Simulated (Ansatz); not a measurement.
Formation energy of WC

The computed numbers are results of PBE with spin–orbit coupling (two-component spinors) in the plane-wave PAW code Ansatz at 420 eV, Γ-centred 14×14×12 mesh, 0.05 eV Gaussian smearing; PAW files: Ansatz's generated set soft_2.

The chain of runs began from a measured cell (COD), expanded in volume.

Symmetry: P-6m2, No. 187, hexagonal system. Conventional cell: a = 2.921 Å, b = 2.921 Å, c = 2.847 Å, α = 90.00°, β = 90.00°, γ = 120.00°. W (site symmetry -6m2) is surrounded by 6 C at 2.21 Å. C (site symmetry -6m2) has 6 W at 2.21 Å as nearest neighbours. (Shells end 15 % past the nearest neighbour.)

The elements were computed in their standard states with the same datasets, cutoff and functional. Absolute energies hang on the potentials; compare differences alone.

Energy of the relaxed cell (2 atoms, smearing extrapolated to zero): -10660.681 eV. Elements, in eV/atom: W -10409.484, C -250.947.

Question: What is the formation energy?

Answer: [-10660.681 − (1 × -10409.484 + 1 × -250.947)] / 2 = -0.12 eV/atom, or -12 kJ per mole of atoms.

The value is for 0 K, without zero-point energy. A negative value shows stability against the elements alone, not against other compounds or structures.
